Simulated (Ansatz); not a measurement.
AlN:

```
Al N
1.0
     0.00000    2.03452    2.03452
     2.03452    0.00000    2.03452
     2.03452    2.03452    0.00000
Al N
1 1
Direct
  0.50000 0.50000 0.50000
  0.00000 0.00000 0.00000
```

Measurements of this composition are mostly on another form, of space group No. 186.

Program: Ansatz 0.2.0. Alike in all runs: potentials or basis Ansatz PAW; no spin polarisation; cell as given; k mesh 11 × 11 × 11. Hardware: 2 threads of Arm Neoverse V2, with other jobs on the host.

Problem. Order these runs on this cell by their wall time, lowest first.
A. task single point; level PBE; cutoff (eV) 420; smearing gaussian 0.026 eV
B. task Born charges and dielectric tensor; level PBEsol; cutoff (eV) 420; smearing fixed
C. task band structure; level r2SCAN; cutoff (eV) 500; smearing fermi-dirac 0.05 eV; points for each segment of the path 14

Solution. A (0.37 s), C (1.6 s), B (9.9 s).
